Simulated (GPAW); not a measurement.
Crystal: TePb.

```
Pb Te
1.0
     0.00000    3.23100    3.23100
     3.23100    0.00000    3.23100
     3.23100    3.23100    0.00000
Pb Te
1 1
Cartesian
  0.0000 0.0000 0.0000
  3.2310 3.2310 3.2310
```

Base run:

* Program: GPAW 26.7.0
* Functional: SCAN
* Potentials or basis: GPAW PAW data sets (gpaw-data 1.2.1)
* Cutoff: 600 eV
* Basis: pw
* k mesh: 6 × 6 × 6
* Occupations: fermi-dirac, width 0.05 eV
* Spin: spin-orbit coupling, no magnetisation

Its results: band gap on the k mesh 0.22 eV, indirect (least direct gap 0.39 eV); pressure 0.5 GPa.

Problem. The run is repeated on the same cell with these changes: functional from SCAN to mBEEF. What comes out?

Solution. Band gap on the k mesh 0.27 eV, indirect (least direct gap 0.39 eV); pressure 0.4 GPa.

Caveats: spin-orbit coupling was added after a scalar SCF, so levels and gaps hold it while energy, forces, pressure and moments don't; this program's spin-orbit splittings come out too wide for heavy elements; the PAW data sets were made with another functional, which shifts forces and pressure a little.

A k mesh can miss the band edges.

Not every run made on this cell is shown here.
